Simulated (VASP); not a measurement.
# BiTe (R-3m) in VASP: further runs

The runs below take BiTe through single point, with PBE.

All numbers are computed with VASP 6.6.1; they aren't measurements. Logs are shortened: lines on timing, memory, paths and dates and some standing lists are left out, and cuts for length are marked.

### 1 The structure

It takes space group R-3m (No. 166, trigonal). Conventional cell: a = 4.845 Å, b = 4.845 Å, c = 9.952 Å, α = 90.00°, β = 90.00°, γ = 120.00°. Around Bi (site symmetry -3m) lie 6 Te at 3.25 Å. Te (site symmetry -3m) has 6 Bi at 3.25 Å as nearest neighbours.

The cell comes from a database or a generator and needn't be the stable form of this composition.

### 2 Single point, PBE

Contents of INCAR:

```
PREC = Accurate
ENCUT = 700
EDIFF = 1E-7
ISMEAR = 0
SIGMA = 0.05
LREAL = F
LASPH = T
NELM = 100
ALGO = Normal
ISIF = 2
LWAVE = F
LCHARG = F
GGA = PE
NBANDS = 18
ADDGRID = F
```

Contents of KPOINTS:

```
Automatic mesh
0
Gamma
  4 4 4
```

Contents of POSCAR:

```
BiTe
1.0
    2.4227077728      1.3987509848      3.3172919545
   -2.4227077728      1.3987509848      3.3172919545
    0.0000000000     -2.7975019696      3.3172919545
Bi Te
1 1
Direct
    0.5120250000      0.5038480000      0.5048510000
   -0.0040940000     -0.0152210000     -0.0035880000
```

Potentials or basis: VASP PAW PBE potentials, release 64 (Bi_d, Te).

Run with:

```
$ cat potpaw_PBE.64/Bi_d/POTCAR potpaw_PBE.64/Te/POTCAR > POTCAR
$ mpirun -np 1 vasp_std > vasp.out
```

OUTCAR:

```text
PREC = Accurate
   ENCUT = 700
   EDIFF = 1E-7
   ISMEAR = 0
   LREAL = F
   LASPH = T
   NELM = 100
   ISIF = 2
   GGA = PE

 Found     36 irreducible k-points:

 Following reciprocal coordinates:
            Coordinates               Weight
  0.000000  0.000000  0.000000      1.000000
  0.250000 -0.000000  0.000000      2.000000
 -0.000000  0.250000  0.000000      2.000000
  0.000000  0.000000  0.250000      2.000000
  0.500000 -0.000000  0.000000      1.000000
 -0.000000  0.500000  0.000000      1.000000
   k-points           NKPTS =     36   k-points in BZ     NKDIM =     36   number of bands    NBANDS=     18
   number of dos      NEDOS =    301   number of ions     NIONS =      2
   total plane-waves  NPLWV =  64000
   dimension x,y,z NGX =    40 NGY =   40 NGZ =   40
   dimension x,y,z NGXF=    80 NGYF=   80 NGZF=   80
   ions per type =               1   1
   NGX,Y,Z   is equivalent  to a cutoff of  15.32, 15.32, 15.32 a.u.
   NGXF,Y,Z  is equivalent  to a cutoff of  30.65, 30.65, 30.65 a.u.
 SYSTEM =  unknown system
   PREC   = accura    normal or accurate (medium, high low for compatibility)
   ISTART =      0    job   : 0-new  1-cont  2-samecut
   ICHARG =      2    charge: 1-file 2-atom 10-const
   ISPIN  =      1    spin polarized calculation?
   LNONCOLLINEAR =      F non collinear calculations
   LSORBIT =      F    spin-orbit coupling
   LASPH  =      T    aspherical Exc in radial PAW
   ENCUT  =  700.0 eV  51.45 Ry    7.17 a.u.   9.36  9.36  9.36*2*pi/ulx,y,z
   NELM   =    100;   NELMIN=  2; NELMDL= -5     # of ELM steps
   EDIFF  = 0.1E-06   stopping-criterion for ELM
[... 30 lines left out ...]
 non-spin polarized calculation
 Gauss-broadening in eV      SIGMA  =   0.05
  energy-cutoff  :      700.00
  volume of cell :       67.45
 maximum number of plane-waves:      2852
 NGX is ok and might be reduce to    40
   NGX = 19   NGY = 19   NGZ = 19

 number of electron      21.0000000 magnetization

 Free energy of the ion-electron system (eV)
  ---------------------------------------------------
  ext. energy  EPLUGINS =         0.00000000
  ---------------------------------------------------
  free energy    TOTEN  =        -7.18618710 eV

  energy without entropy =       -7.18328210  energy(sigma->0) =       -7.18473460

 E-fermi :   6.8072     XC(G=0):  -9.4688

 val. band max:        6.7961455990   @ k =  -0.2500   0.2500   0.0000
 cond. band min:       6.8127326015   @ k =   0.0000  -0.2500   0.2500
 fundamental gap:      0.0165870025
 Fermi energy:         6.8072391721

 k-point     1 :       0.0000    0.0000    0.0000
  band No.  band energies     occupation
      1     -16.5302      2.00000
      2     -16.5292      2.00000
      3     -16.5188      2.00000
      4     -16.5163      2.00000
      5     -16.5043      2.00000
      6      -6.8195      2.00000
[... 10 lines left out ...]
     17      13.3423      0.00000
     18      13.5709      0.00000

 k-point     2 :       0.2500   -0.0000    0.0000
  band No.  band energies     occupation
      1     -16.5297      2.00000
      2     -16.5285      2.00000
      3     -16.5202      2.00000
      4     -16.5140      2.00000
      5     -16.5029      2.00000
      6      -6.2932      2.00000
[... 10 lines left out ...]
     17      15.1081      0.00000
     18      15.7127      0.00000

 k-point     3 :      -0.0000    0.2500    0.0000
  band No.  band energies     occupation
      1     -16.5295      2.00000
      2     -16.5286      2.00000
      3     -16.5204      2.00000
      4     -16.5137      2.00000
      5     -16.5032      2.00000
      6      -6.2941      2.00000
[... 10 lines left out ...]
     17      15.1121      0.00000
     18      15.7177      0.00000

 k-point     4 :       0.0000    0.0000    0.2500
  band No.  band energies     occupation
      1     -16.5298      2.00000
      2     -16.5286      2.00000
      3     -16.5194      2.00000
      4     -16.5153      2.00000
      5     -16.5022      2.00000
      6      -6.2918      2.00000
[... 10 lines left out ...]
     17      15.0990      0.00000
     18      15.7001      0.00000

 k-point     5 :       0.5000   -0.0000    0.0000
  band No.  band energies     occupation
      1     -16.5307      2.00000
      2     -16.5278      2.00000
      3     -16.5216      2.00000
      4     -16.5119      2.00000
      5     -16.4999      2.00000
      6      -4.9670      2.00000
[... 10 lines left out ...]
     17      14.5191      0.00000
     18      17.2927      0.00000

 k-point     6 :      -0.0000    0.5000    0.0000
  band No.  band energies     occupation
      1     -16.5305      2.00000
      2     -16.5284      2.00000
      3     -16.5213      2.00000
      4     -16.5115      2.00000
      5     -16.5003      2.00000
      6      -4.9899      2.00000
[... 10 lines left out ...]
     17      14.5232      0.00000
     18      17.2947      0.00000

 [... further k-points ...]
[... 5 lines left out ...]
  --------------------------------------------------------------------------------------
  -------------------------------------------------------------------------------------
  Total       -0.0218832      0.1456573      0.1441427      0.0216538      0.0065496     -0.0002773
  in kB       -0.5198096      3.4599241      3.4239468      0.5143618      0.1555781     -0.0065861
  external PRESSURE =       2.1213537 kB  Pullay stress =       0.0000000 kB

 VOLUME and BASIS-vectors are now :
 -----------------------------------------------------------------------------
  energy-cutoff  :      700.00
  volume of cell :       67.45
      direct lattice vectors                 reciprocal lattice vectors
     2.422707773  1.398750985  3.317291954     0.206380648  0.119153923  0.100483568
    -2.422707773  1.398750985  3.317291954    -0.206380648  0.119153923  0.100483568
     0.000000000 -2.797501970  3.317291954     0.000000000 -0.238307845  0.100483568

 POSITION                                       TOTAL-FORCE (eV/Angst)
 -----------------------------------------------------------------------------------
      0.01981      0.00863      5.04469         0.016109     -0.059398     -0.387044
      0.02696     -0.01698      9.87590        -0.016109      0.059398      0.387044
 -----------------------------------------------------------------------------------
    total drift:                               -0.000007     -0.000024     -0.000250

  FREE ENERGIE OF THE ION-ELECTRON SYSTEM (eV)
  ---------------------------------------------------
  free  energy   TOTEN  =        -7.1861871013 eV

  energy  without entropy=       -7.1832820958  energy(sigma->0) =       -7.18473460
```

Run time: 47 s. Hardware: 1 thread of Intel Xeon 6975P-C (Granite Rapids), shared host; peak memory 0.27 GiB.

These settings aren't checked as converged: the numbers below hold their error.

What came out:

```
Free energy            : -7.1862 eV
Pressure               : 0.2 GPa
Largest force          : 0.392 eV/Å
Band gap on the k mesh : none (metal or under the smearing width)
```

Caveat: the k mesh is coarse (spacing up to 0.41 Å⁻¹), so the values aren't converged; spin-orbit coupling is left out, which moves the levels of the heavy elements.

### 3 Single point, PBE

INCAR: that of step 2 with these lines changed.

```diff
@@ -1,3 +1,3 @@
 PREC = Accurate
-ENCUT = 700
+ENCUT = 250
 EDIFF = 1E-7
```

Contents of KPOINTS:

```
Automatic mesh
0
Gamma
  7 7 7
```

Contents of POSCAR:

```
BiTe
1.0
    2.4227077728      1.3987509848      3.3172919545
   -2.4227077728      1.3987509848      3.3172919545
    0.0000000000     -2.7975019696      3.3172919545
Bi Te
1 1
Direct
    0.5000000000      0.5000000000      0.5000000000
    0.0000000000      0.0000000000      0.0000000000
```

Potentials or basis: VASP PAW PBE potentials, release 64 (Bi_d, Te).

Run with:

```
$ cat potpaw_PBE.64/Bi_d/POTCAR potpaw_PBE.64/Te/POTCAR > POTCAR
$ mpirun -np 1 vasp_std > vasp.out
```

Run time: 13 s. Hardware: 1 thread of Intel Xeon 6975P-C (Granite Rapids), shared host; peak memory 0.14 GiB.

These settings aren't checked as converged: the numbers below hold their error.

Results:

* Free energy: -7.1688 eV
* Band gap on the k mesh: none (metal or under the smearing width)

Caveat: the cutoff is under 1.25 times the usual one of these potentials, so pressure, stress and relaxed cells hold a basis-set (Pulay) error; spin-orbit coupling is left out, which moves the levels of the heavy elements.

### 4 Single point, PBE

INCAR is that of step 3.

KPOINTS is that of step 3.

Contents of POSCAR:

```
BiTe
1.0
    2.4227077728      1.3987509848      3.3172919545
   -2.4227077728      1.3987509848      3.3172919545
    0.0000000000     -2.7975019696      3.3172919545
Bi Te
1 1
Direct
    0.5120250000      0.5038480000      0.5048510000
   -0.0040940000     -0.0152210000     -0.0035880000
```

Potentials or basis: VASP PAW PBE potentials, release 64 (Bi_d, Te).

Run with:

```
$ cat potpaw_PBE.64/Bi_d/POTCAR potpaw_PBE.64/Te/POTCAR > POTCAR
$ mpirun -np 1 vasp_std > vasp.out
```

OUTCAR:

```text
PREC = Accurate
   ENCUT = 250
   EDIFF = 1E-7
   ISMEAR = 0
   LREAL = F
   LASPH = T
   NELM = 100
   ISIF = 2
   GGA = PE

 Found    172 irreducible k-points:

 Following reciprocal coordinates:
            Coordinates               Weight
  0.000000  0.000000  0.000000      1.000000
  0.142857 -0.000000  0.000000      2.000000
 -0.000000  0.142857  0.000000      2.000000
  0.000000  0.000000  0.142857      2.000000
  0.285714 -0.000000  0.000000      2.000000
 -0.000000  0.285714  0.000000      2.000000
[... 80 lines left out ...]
      5     -16.4944      2.00000
      6      -6.8241      2.00000
[... 103 lines left out ...]
      5     -16.4924      2.00000
      6      -6.1406      2.00000
[... 10 lines left out ...]
     17      15.3679      0.00000
     18      16.1903      0.00000

 [... further k-points ...]
[... 5 lines left out ...]
  --------------------------------------------------------------------------------------
  -------------------------------------------------------------------------------------
  Total        0.0857601      0.1485205      0.0124787      0.0069384      0.0234930     -0.0063683
  in kB        2.0371323      3.5279344      0.2964170      0.1648140      0.5580502     -0.1512725
  external PRESSURE =       1.9538279 kB  Pullay stress =       0.0000000 kB

 VOLUME and BASIS-vectors are now :
 -----------------------------------------------------------------------------
  energy-cutoff  :      250.00
  volume of cell :       67.45
      direct lattice vectors                 reciprocal lattice vectors
     2.422707773  1.398750985  3.317291954     0.206380648  0.119153923  0.100483568
    -2.422707773  1.398750985  3.317291954    -0.206380648  0.119153923  0.100483568
     0.000000000 -2.797501970  3.317291954     0.000000000 -0.238307845  0.100483568

 POSITION                                       TOTAL-FORCE (eV/Angst)
 -----------------------------------------------------------------------------------
      0.01981      0.00863      5.04469         0.015932     -0.056557     -0.172977
      0.02696     -0.01698      9.87590        -0.015932      0.056557      0.172977
 -----------------------------------------------------------------------------------
    total drift:                                0.001594      0.000718     -0.000043

  FREE ENERGIE OF THE ION-ELECTRON SYSTEM (eV)
  ---------------------------------------------------
  free  energy   TOTEN  =        -7.1577250238 eV

  energy  without entropy=       -7.1570090041  energy(sigma->0) =       -7.15736701
```

OSZICAR:

```text
N       E                     dE             d eps       ncg     rms          rms(c)
DAV:   1     0.118833909011E+03    0.11883E+03   -0.69615E+03  6298   0.657E+02
DAV:   2    -0.927341055381E-01   -0.11893E+03   -0.11669E+03  7300   0.225E+02
DAV:   3    -0.707203214167E+01   -0.69793E+01   -0.69526E+01  7492   0.621E+01
DAV:   4    -0.719898391790E+01   -0.12695E+00   -0.12692E+00  8574   0.920E+00
DAV:   5    -0.720106785866E+01   -0.20839E-02   -0.20839E-02  7608   0.917E-01    0.610E+00
DAV:   6    -0.715501727553E+01    0.46051E-01   -0.14405E-01  8776   0.193E+00    0.374E+00
DAV:   7    -0.715775351084E+01   -0.27362E-02   -0.36176E-02  7030   0.850E-01    0.734E-01
DAV:   8    -0.715759732651E+01    0.15618E-03   -0.55171E-03  7016   0.454E-01    0.146E-01
DAV:   9    -0.715772287810E+01   -0.12555E-03   -0.50081E-04  7502   0.125E-01    0.439E-02
DAV:  10    -0.715772501800E+01   -0.21399E-05   -0.23000E-05  7710   0.270E-02    0.259E-02
DAV:  11    -0.715772552146E+01   -0.50346E-06   -0.15009E-05  7032   0.236E-02    0.623E-03
DAV:  12    -0.715772509148E+01    0.42998E-06   -0.33725E-06  7260   0.123E-02    0.278E-03
DAV:  13    -0.715772502379E+01    0.67683E-07   -0.22423E-07  6862   0.276E-03
   1 F= -.71577250E+01 E0= -.71573670E+01  d E =-.716020E-03
```

It took 34 s on 1 thread of Intel Xeon 6975P-C (Granite Rapids), shared host; peak memory 0.18 GiB.

The run converged, but some of its settings lie outside the range that counts as converged, so its numbers aren't taken as properties of the crystal.

What came out:

```yaml
Free_energy: -7.1577 eV
Largest_force: 0.183 eV/Å
Band_gap_on_the_k_mesh: none (metal or under the smearing width)
```

Caveat: the cutoff is under 1.25 times the usual one of these potentials, so pressure, stress and relaxed cells hold a basis-set (Pulay) error; spin-orbit coupling is left out, which moves the levels of the heavy elements.

(Part 1 of 2 ends here.)
